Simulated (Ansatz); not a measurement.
# Ga2O3 (C2/m): a vacancy on Ga

One table from this session's results is given with a row withheld; the runs are named, their logs left out.

Program: Ansatz 0.2.0. Level of theory: DFT PBEsol, scalar-relativistic, plane waves, PAW. These are calculated values, not measurements.

4 further runs of the same task are left out: 4 set aside as unsound or not needed.

## The system as given

The cell holds 39 atoms (Ga15O24): a = 7.541 Å, b = 7.654 Å, c = 8.421 Å, α = 72.48°, β = 75.38°, γ = 67.31°.

The coordinates of this cell stand in the input of its own run.

The host was relaxed before at PBEsol: a = 12.277 Å, b = 3.047 Å, c = 5.811 Å, α = 90.00°, β = 103.71°, γ = 90.00° (conventional cell), 10.560 Å³/atom.

Places, in fractions of the supercell: a vacancy on Ga at (0.849, 0.834, 0.837). Its neighbours start displaced at random by about 0.03 Å.

Set-up of the first run:

The input, input.yaml:

```yaml
crystal:
  lattice:
    - [6.1387134722, -1.5236598588, 0.0036360899]
    - [6.1387134722, 1.5236598588, 0.0036360899]
    - [-1.3804415279, 0.0, 5.6441527271]
  atoms:
    - { symbol: Ga, position: [0.3412681319, 0.3412681319, 0.6854239428] }
    - { symbol: Ga, position: [0.6587318681, 0.6587318681, 0.3145760572] }
    - { symbol: Ga, position: [0.9094817728, 0.9094817728, 0.2046052827] }
    - { symbol: Ga, position: [0.0905182272, 0.0905182272, 0.7953947173] }
    - { symbol: O, position: [0.5037661253, 0.5037661253, 0.7440673777] }
    - { symbol: O, position: [0.4962338747, 0.4962338747, 0.2559326223] }
    - { symbol: O, position: [0.8267789418, 0.8267789418, 0.4372302546] }
    - { symbol: O, position: [0.1732210582, 0.1732210582, 0.5627697454] }
    - { symbol: O, position: [0.1652737577, 0.1652737577, 0.10958921] }
    - { symbol: O, position: [0.8347262423, 0.8347262423, 0.89041079] }
basis:
  ecutwfc: 420
  xc_grid: 2
kpoints:
  mp_grid: { grid: [8, 8, 4] }
  band_path: { path: [VBM, CBM], npoints: 2 }
hamiltonian:
  xc: pbesol
scf:
  occupations: { method: gaussian, width: 0.02 }
output:
  forces: true
  stress: true
  eigenvalues: true
```

Started as:

```bash
> ansatz run input.yaml --threads 8 --pin off --max-ram 16384MiB --backend cpu --events-out ev --progress --plain --runs-dir out
```

Among the steps run: Band edges of the host over the zone; Dielectric tensors of the host, without U; The perfect crystal in the supercell of 40 atoms; Charge 0, atoms relaxed; More of the same log: V_Ga, charge +0, atoms relaxed at the host's cell; Charge -1, atoms relaxed; More of the same log: V_Ga, charge -1, atoms relaxed at the host's cell; Charge -3, atoms relaxed.

One table of the session follows, with a row left open; its other results are not shown here.

It belongs to the step «The neighbours». 

| state | cell moment (μB) |
| --- | --- |
| ideal sites | 0.00 |
| charge 0 | ? |
| charge -1 | 2.00 |
| charge -3 | 0.00 |

Q: Estimate the row for charge 0 from the others.

**Answer.** cell moment (μB): 3.00. In the column «cell moment (μB)» it is the highest.

To keep in mind: The program doubts the potential alignment. Warnings in the runs' records: seeded moment not kept, field response mesh resolution.
